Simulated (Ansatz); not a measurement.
Relaxed bulk Ge:

```xyz
4
Lattice="4.0582 0.0000 0.0000 -2.0291 3.5145 0.0000 0.0000 0.0000 6.6925" Properties=species:S:1:pos:R:3 pbc="T T T"
Ge    2.0291    1.1715    0.4202
Ge    0.0000    2.3430    3.7665
Ge    2.0291    1.1715    2.9260
Ge    0.0000    2.3430    6.2723
```

Miller indices refer to the conventional cell of P6_3/mmc (No. 194), a = 4.058 Å, b = 4.058 Å, c = 6.693 Å, α = 90.00°, β = 90.00°, γ = 120.00°.

The (001) slab of 8 planes, 10.9 Å thick with 15 Å of vacuum as cut; outer planes Ge (top) and Ge (bottom).

These are results of DFT PBE, scalar-relativistic, plane waves, PAW (Ansatz), not measurements. Plane waves to 420 eV, a k mesh through Γ of 9×9×1 on the computed 8-atom cell and Gaussian smearing (0.10 eV); no spin polarisation. The cell repeats along c with a dipole correction in the vacuum.

Results for the relaxed slab:

For the relaxed slab, the surface energy (mean of both faces) is 1.09 J/m² and the work function is 4.61 eV.

Relaxation lowers the energy by 0.006 J/m² a face; the largest move is 0.042 Å.

```json
{"plane (bottom to top)": "1", "atoms": "Ge", "spacing to next, bulk (Å)": "0.840", "relaxed (Å)": "0.804", "change (%)": "-4.3"}
{"plane (bottom to top)": "2", "atoms": "Ge", "spacing to next, bulk (Å)": "2.506", "relaxed (Å)": "2.543", "change (%)": "+1.5"}
{"plane (bottom to top)": "3", "atoms": "Ge", "spacing to next, bulk (Å)": "0.840", "relaxed (Å)": "0.854", "change (%)": "+1.6"}
{"plane (bottom to top)": "4", "atoms": "Ge", "spacing to next, bulk (Å)": "2.506", "relaxed (Å)": "2.488", "change (%)": "-0.7"}
{"plane (bottom to top)": "5", "atoms": "Ge", "spacing to next, bulk (Å)": "0.840", "relaxed (Å)": "0.854", "change (%)": "+1.6"}
{"plane (bottom to top)": "6", "atoms": "Ge", "spacing to next, bulk (Å)": "2.506", "relaxed (Å)": "2.543", "change (%)": "+1.5"}
{"plane (bottom to top)": "7", "atoms": "Ge", "spacing to next, bulk (Å)": "0.840", "relaxed (Å)": "0.804", "change (%)": "-4.3"}
{"plane (bottom to top)": "8", "atoms": "Ge", "spacing to next, bulk (Å)": "", "relaxed (Å)": "", "change (%)": ""}
```

The reference crystal is a form of Ge, which isn't its usual structure.